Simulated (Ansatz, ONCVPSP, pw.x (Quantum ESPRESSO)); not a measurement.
# tungsten: one change to the ONCV potential, in the atom and in the fcc crystal

* Element: W
* Generator: ONCVPSP 4.0.1.1 (patched build)
* Type: optimised norm-conserving Vanderbilt (ONCV)
* Functional: PBE
* Relativity: scalar-relativistic
* Frozen core: [Xe] 4f14
* Valence charge: 6
* Reference configuration: 5d4 6s1 6p1
* Partial waves: 6s: rc 2.45 bohr, ncon 3, nbas 6, qcut 2.6 1/bohr, 1 projector; 6p: rc 3.40 bohr, ncon 4, nbas 7, qcut 2.1 1/bohr, 2 projectors, debl 1.7 Ha; 5d: rc 2.65 bohr, ncon 3, nbas 7, qcut 6 1/bohr, 2 projectors, debl 2.7 Ha
* Local potential: polynomial inside 2.00 bohr (lpopt 3, dvloc0 2 Ha)
* Core correction: polynomial model core, fcfact 0.55

Change: all radii but the core radius scaled by about 1.05 (s 2.58, p 3.58, d 2.78 bohr); local potential polynomial inside 2.10 bohr (lpopt 3, dvloc0 2 Ha).

Cutoffs, loose and tight: the cutoffs (Ha) at which the residual kinetic energy of the hardest occupied pseudo-wave falls to 1 and 0.1 mHa per electron. They do not see the model core or the augmentation charge, which bear on the density cutoff. Test errors are all-electron minus pseudo excitation energies from the reference, over the configurations 5d4 6s2 6p0; 5d4 6s1 6p0; 5d4 6s0 6p0; 5d4.5 6s1.5 6p0; variants that change the core or the reference have their own tests.

Crystal test: fcc W in pw.x 7.5, no spin, 14³ k-points, Fermi–Dirac smearing 0.01 Ry, cutoffs set for each file from its atomic test. The reference is all-electron LAPW (Ansatz 0.2.0) with the same functional, mesh and smearing; V0 and B0 come from Birch–Murnaghan fits to the pressures at five volumes. Errors are pseudo minus all-electron; Δ is the rms difference of the E(V) curves that follow from these fits, minima aligned, over ±6 % about the mean V0. Mesh and smearing are coarse, so the numbers serve the comparison and aren't converged zero-temperature values; the lattice is a test structure that the element need not adopt.

All-electron: a0 = 4.039 Å (V0 = 16.47 Å³/atom), B0 = 280.9 GPa.

Task: Does the change bring the crystal closer to the all-electron result?

Result: The mean pressure error goes from -3.51 to -1.57 GPa, so the change moves the solid closer to the all-electron pressures.

```json
{"quantity": "outcome (atom)", "base": "generated", "changed": "generated"}
{"quantity": "cutoff, loose (atom)", "base": "12 Ha", "changed": "11 Ha"}
{"quantity": "cutoff, tight (atom)", "base": "14 Ha", "changed": "13 Ha"}
{"quantity": "bound ghosts (atom)", "base": "none", "changed": "none"}
{"quantity": "largest test error (meV) (atom)", "base": "-33", "changed": "-35"}
{"quantity": "cutoffs in pw.x (Ry)", "base": "50/200", "changed": "50/200"}
{"quantity": "a0 (Å)", "base": "4.022", "changed": "4.032"}
{"quantity": "a0 error (%)", "base": "-0.43", "changed": "-0.19"}
{"quantity": "B0 error (%)", "base": "-1.7", "changed": "-2.3"}
{"quantity": "Δ (meV/atom)", "base": "12.9", "changed": "5.8"}
{"quantity": "mean pressure error (GPa)", "base": "-3.51", "changed": "-1.57"}
```

Base: The largest radius (3.40 bohr) exceeds half the bond length (2.70 bohr), so the spheres overlap, which is one possible source of error among others. Changed file: The largest radius (3.58 bohr) exceeds half the bond length (2.70 bohr), so the spheres overlap, which is one possible source of error among others.
